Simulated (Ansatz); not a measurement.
# A Zn–O split interstitial in rutile SnO2, 73 atoms, charge +2

How does the host give way around this defect, what does it cost to form, and which levels does it put into the gap? The levels of theory are PBEsol and HSE06.

Program: Ansatz 0.2.0, PAW, plane waves. These are calculated values, not measurements.

## (1) Starting point

73 atoms (24 Sn, 48 O, 1 Zn); a = 9.538 Å, b = 9.538 Å, c = 9.636 Å, α = 90.00°, β = 90.00°, γ = 90.00°. All atoms were shaken off their sites by about 0.02 Å along each axis. Defect site 1: (0.597, 0.403, 0.500).

Plan of the steps: (2) PBEsol relaxation at the single k point (¼, ¼, ¼), on 1 × NVIDIA GB300 Max-Q with 8 threads of Arm Neoverse-V2; (3) HSE06 single point at the single k point (¼, ¼, ¼), on 1 × NVIDIA GB300 Max-Q with 8 threads of Arm Neoverse-V2.

## (2) PBEsol relaxation in the fixed cell

The input, in.yaml:

```yaml
crystal:
  lattice:
    - [9.538092, 0.000000, 0.000000]
    - [0.000000, 9.538092, 0.000000]
    - [0.000000, 0.000000, 9.636303]
  atoms:
    - { symbol: Sn, position: [0.997308, 0.996562, 0.999575] }
    - { symbol: Sn, position: [0.000344, 0.999312, 0.337462] }
    - { symbol: Sn, position: [0.997543, 0.998730, 0.666999] }
    - { symbol: Sn, position: [0.001216, 0.498890, 0.998132] }
    - { symbol: Sn, position: [0.002957, 0.496695, 0.333618] }
    - { symbol: Sn, position: [0.999132, 0.500632, 0.670784] }
    - { symbol: Sn, position: [0.497413, 0.003061, 0.998791] }
    - { symbol: Sn, position: [0.502193, 0.004573, 0.333232] }
    - { symbol: Sn, position: [0.499347, 0.000525, 0.665765] }
    - { symbol: Sn, position: [0.501771, 0.498626, 0.002664] }
    - { symbol: Sn, position: [0.497929, 0.497435, 0.330983] }
    - { symbol: Sn, position: [0.503740, 0.498125, 0.670376] }
    - { symbol: Sn, position: [0.250346, 0.250881, 0.166427] }
    - { symbol: Sn, position: [0.244869, 0.249422, 0.498332] }
    - { symbol: Sn, position: [0.250979, 0.251334, 0.831731] }
    - { symbol: Sn, position: [0.248979, 0.749917, 0.165762] }
    - { symbol: Sn, position: [0.250626, 0.749907, 0.504497] }
    - { symbol: Sn, position: [0.249781, 0.746744, 0.831239] }
    - { symbol: Sn, position: [0.749550, 0.247475, 0.169671] }
    - { symbol: Sn, position: [0.753309, 0.254098, 0.500717] }
    - { symbol: Sn, position: [0.745813, 0.251824, 0.837130] }
    - { symbol: Sn, position: [0.749190, 0.752691, 0.164549] }
    - { symbol: Sn, position: [0.752229, 0.746199, 0.500858] }
    - { symbol: Sn, position: [0.747601, 0.752706, 0.830994] }
    - { symbol: O, position: [0.152296, 0.155400, 0.001044] }
    - { symbol: O, position: [0.153838, 0.151010, 0.334817] }
    - { symbol: O, position: [0.154586, 0.152038, 0.667376] }
    - { symbol: O, position: [0.151674, 0.652376, 0.998300] }
    - { symbol: O, position: [0.152944, 0.653567, 0.331955] }
    - { symbol: O, position: [0.151573, 0.656638, 0.662638] }
    - { symbol: O, position: [0.653224, 0.157851, 0.000775] }
    - { symbol: O, position: [0.654006, 0.151491, 0.331182] }
    - { symbol: O, position: [0.654326, 0.148790, 0.666944] }
    - { symbol: O, position: [0.653785, 0.655531, 0.001218] }
    - { symbol: O, position: [0.652983, 0.653544, 0.333001] }
    - { symbol: O, position: [0.647400, 0.653970, 0.666218] }
    - { symbol: O, position: [0.349632, 0.347436, 0.999761] }
    - { symbol: O, position: [0.349071, 0.347907, 0.332983] }
    - { symbol: O, position: [0.346985, 0.349971, 0.663780] }
    - { symbol: O, position: [0.347497, 0.848039, 0.000239] }
    - { symbol: O, position: [0.347280, 0.845443, 0.334913] }
    - { symbol: O, position: [0.347103, 0.849236, 0.667591] }
    - { symbol: O, position: [0.847003, 0.345394, 0.998391] }
    - { symbol: O, position: [0.844178, 0.347399, 0.333484] }
    - { symbol: O, position: [0.846066, 0.346401, 0.667947] }
    - { symbol: O, position: [0.845491, 0.847041, 0.002333] }
    - { symbol: O, position: [0.846778, 0.845919, 0.336012] }
    - { symbol: O, position: [0.844412, 0.846313, 0.665243] }
    - { symbol: O, position: [0.096907, 0.405492, 0.167200] }
    - { symbol: O, position: [0.099369, 0.402822, 0.497795] }
    - { symbol: O, position: [0.095479, 0.402219, 0.835441] }
    - { symbol: O, position: [0.096674, 0.906161, 0.166283] }
    - { symbol: O, position: [0.097872, 0.902334, 0.499762] }
    - { symbol: O, position: [0.095264, 0.900492, 0.834437] }
    - { symbol: O, position: [0.596448, 0.403826, 0.164234] }
    - { symbol: O, position: [0.519920, 0.318537, 0.497083] }
    - { symbol: O, position: [0.597144, 0.403461, 0.832479] }
    - { symbol: O, position: [0.597281, 0.907993, 0.165904] }
    - { symbol: O, position: [0.600094, 0.907467, 0.497776] }
    - { symbol: O, position: [0.599454, 0.902124, 0.834740] }
    - { symbol: O, position: [0.404815, 0.096137, 0.168097] }
    - { symbol: O, position: [0.404845, 0.096177, 0.502406] }
    - { symbol: O, position: [0.404565, 0.095674, 0.833917] }
    - { symbol: O, position: [0.405334, 0.594451, 0.167803] }
    - { symbol: O, position: [0.406712, 0.596414, 0.500184] }
    - { symbol: O, position: [0.399486, 0.595922, 0.832749] }
    - { symbol: O, position: [0.899243, 0.096534, 0.168004] }
    - { symbol: O, position: [0.902598, 0.096544, 0.500175] }
    - { symbol: O, position: [0.902582, 0.097553, 0.837346] }
    - { symbol: O, position: [0.904059, 0.595313, 0.164001] }
    - { symbol: O, position: [0.903439, 0.596971, 0.499381] }
    - { symbol: O, position: [0.900152, 0.594332, 0.835304] }
    - { symbol: Zn, position: [0.672897, 0.478189, 0.499393] }
  symmetry: { detect: false }
kpoints:
  mp_grid: { grid: [1, 1, 1], shift: [0.25, 0.25, 0.25] }
hamiltonian:
  xc: pbesol
total_charge: 2
scf:
  occupations: { method: fermi_dirac, width: 0.01 }
relax:
  f_tol: 0.03
  max_steps: 80
  escape_saddle: false
  adjacent_minimum: "off"
output:
  forces: true
  eigenvalues: true
  populations: true
  charged_corrections: { epsilon: 12 }
```

The run is started by

```
> ansatz run in.yaml --threads 8 --pin off --max-ram 118750MiB --runs-dir r --events-out ev --progress --plain --backend cuda --devices 0,
```

After this run come: HSE06 on the final geometry.

**Question.** What will these runs give? Wanted: for each run, formation energy; host gap; top filled to lowest empty.

**Answer**, as computed:

| level | time | formation energy (eV) | host gap (eV) | top filled to lowest empty (eV) |
| --- | --- | --- | --- | --- |
| PBEsol, relaxation | 14 s (GPU) | -1.71 | 0.90 | 2.13 |
| HSE06 | 35 s (GPU) | -3.99 | 2.77 | 3.91 |

```
     quantity                             value
   relaxation  7 recorded steps, 8.57 eV gained
largest shift                      0.91 Å (O56)
```

**What this shows.** The relaxation lowers the energy by 8.57 eV; the largest shift is 0.91 Å (O56). The formation energy at E_F = VBM goes from -1.71 eV (PBEsol) to -3.99 eV (HSE06), as the host gap goes from 0.90 to 2.77 eV. The reservoirs are the elements' reference phases; where the defect changes the composition, the value depends on that choice. HSE06 shows no level inside the gap that the count of atoms sharing it marks as tightly localised. The host's edges were read at Γ, so band-like levels at this k point need not coincide with them. Finite-cell errors of some tenths of an eV remain in such numbers. The dielectric constant of 12 in the correction is an assumed value.
